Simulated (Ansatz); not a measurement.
# ZnS under changes of volume

One of the cells (19.727 Å³/atom); the others are scaled copies at fixed shape and fractional positions:

```
Zn S
1.0
     0.00000    2.70200    2.70200
     2.70200    0.00000    2.70200
     2.70200    2.70200    0.00000
Zn S
1 1
Direct
  0.75000 0.75000 0.75000
  0.00000 0.00000 0.00000
```

| Quantity | Value |
| --- | --- |
| Program | Ansatz 0.2.0 |
| Functional | PBE |
| Potentials or basis | Ansatz PAW |
| Cutoff | 420 eV (not typed: the program's choice for these potentials) |
| k mesh | 9 × 9 × 9 |
| Occupations | fermi-dirac, width 0.05 eV |
| Spin | no spin polarisation |

| volume (Å³/atom) | energy over the lowest point (meV/atom) | pressure (GPa) | gap on the mesh (eV) |
| --- | --- | --- | --- |
| 18.543 | 32.86 | 7.0 | 2.38 |
| 18.938 | ? | ? | ? |
| 19.332 | 8.00 | 3.2 | 2.20 |
| 19.727 | 2.11 | 1.6 | 2.11 |
| 20.121 | 0.00 | 0.1 | 2.02 |
| 20.516 | 1.27 | -1.2 | 1.94 |
| 20.910 | 5.60 | -2.3 | 1.86 |

Q: What does the run at 18.938 Å³/atom give?

A: Energy over the lowest point 18.09 meV/atom; pressure 5.0 GPa; gap on the mesh 2.29 eV.

Worked out: A Birch-Murnaghan fit of order 3 (a polynomial in V^(-2/3)) to the other rows has its minimum at 20.16 Å³/atom with B0 = V·E''(V) = 70 GPa and B' = 4.4. It gives 18.08 meV/atom at 18.938 Å³/atom, against the run's 18.09, and -dE/dV = 5.0 GPa, against 5.0. A straight line through the other rows of the gap, of slope -4.35 eV per unit of ln V (its deformation potential), gives 2.29 eV, against the run's 2.29.

Energies are extrapolated to zero smearing.

Caveats: odd divisions of the mesh miss points on the zone boundary, where band edges often lie, so the gap on the mesh can be too wide.
